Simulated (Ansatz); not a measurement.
The system is HfO2.

```
CELL_PARAMETERS angstrom
3.55802 0.00000 0.00000
0.00000 3.55802 0.00000
0.00000 0.00000 5.17186
ATOMIC_POSITIONS crystal
Hf 0.00000 0.00000 0.00000
Hf 0.50000 0.50000 0.50000
O 0.00000 0.50000 0.19721
O 0.50000 0.00000 0.30279
O 0.50000 0.00000 0.80279
O 0.00000 0.50000 0.69721
```

Measurements of this composition are mostly on another form, of space group No. 14.

Base run:

- Program: Ansatz 0.2.0
- Functional: PBE
- Potentials or basis: Ansatz PAW
- Cutoff: 420 eV
- Density cutoff: 1680 eV
- k mesh: 8 × 8 × 5
- Occupations: fermi-dirac, width 0.05 eV
- Spin: no spin polarisation

Its results: band gap on the k mesh 4.78 eV, indirect (least direct gap 4.84 eV); pressure 10.0 GPa; largest force 0.140 eV/Å.

Task: The run is repeated on the same cell with these changes: functional from PBE to r2SCAN; cutoff from 420 eV to 500 eV; density cutoff from 1680 eV to 2000 eV. What comes out?

Result: Band gap on the k mesh 5.32 eV, indirect (least direct gap 5.39 eV); pressure 4.1 GPa; largest force 0.063 eV/Å.

r2SCAN gives the wider gap, since meta-GGAs in the generalised Kohn-Sham scheme recover part of the derivative discontinuity.

Caveats: spin-orbit coupling is left out, which moves the levels of the heavy elements; the PAW data sets come from PBE, with cores solved anew for the run's functional, which leaves a small shift of forces and pressure (some runs).

Not every run made on this cell is shown here.
